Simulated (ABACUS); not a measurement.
Runs of ABACUS 3.10.1 on BN. The structure is cubic, space group F-43m (No. 216). The conventional cell has a = 3.626 Å, b = 3.626 Å, c = 3.626 Å, α = 90.00°, β = 90.00°, γ = 90.00°. N (site symmetry -43m) is surrounded by 4 B at 1.57 Å. B (site symmetry -43m) is surrounded by 4 N at 1.57 Å. The cell is a database's computed one.

```csv
task,level,potentials or basis,cell,k mesh,cutoff (eV),SCF threshold on the density,eigensolver,symmetry key,threshold of the eigensolver,path,mesh quality,gap on the mesh (eV),pressure (GPa),V0 of scaled cells (Å³/atom),relaxed volume (Å³/atom),B0 (GPa)
equation of state,BLYP,"SG15 ONCV 1.2 PBE, DZP LCAO (the cutoffs set its grid)",as given,12 × 12 × 12,1361,1e-07,genelpa,1,-,-,not flagged,-,-,6.07,-,349
equation of state,SOGGA,"PseudoDojo NC SR 0.5 PBE standard, plane waves",as given,10 × 10 × 10,1143,1e-08,dav,1,-,-,not flagged,-,-,5.84,-,390
single point,SOGGA,"PseudoDojo NC SR 0.5 PBE standard, plane waves",as given,10 × 10 × 10,1143,1e-08,dav,1,-,-,not flagged,(a),(b),-,-,-
single point,TPSS,"SG15 ONCV 1.2 PBE, plane waves",as given,8 × 8 × 8,1320,1e-08,dav,1,-,-,not flagged,4.58,-0.9,-,-,-
relaxation of cell and atoms,B86bPBE,"GBRV ultrasoft 1.5 PBE, plane waves",relaxed,10 × 10 × 10,544,1e-08,dav,1,-,-,not flagged,4.52,0.0,-,5.97,-
relaxation of cell and atoms,MS2,"SG15 ONCV 1.2 PBE, plane waves",relaxed,8 × 8 × 8,1320,1e-08,dav,1,-,-,not flagged,2.19,0.0,-,11.84,-
single point,BLYP,"SG15 ONCV 1.2 PBE, DZP LCAO (the cutoffs set its grid)",as given,12 × 12 × 12,1361,1e-07,genelpa,1,-,-,not flagged,4.95,6.7,-,-,-
single point,MS2,"SG15 ONCV 1.2 PBE, plane waves",as given,8 × 8 × 8,1320,1e-08,dav,1,-,-,not flagged,5.42,148.3,-,-,-
```

Alike in all rows: no spin polarisation; smearing fermi-dirac 0.05 eV.

Estimate the missing entries.

(a) 4.20; (b) -7.8.

Caveats: the potentials were made for another functional, which shifts forces and pressure; the atomic orbitals were generated for these runs and aren't a published set (some runs); the basis of atomic orbitals isn't converged, which shifts pressures, moduli and gaps (some runs); the volume moved by over 15 % at a fixed basis, so the end points are rough (some runs); a pressure of tens of GPa on the cell as given is suspect, and the run, the potentials or the cell itself is likely at fault (some runs).

A k mesh can miss the band edges.
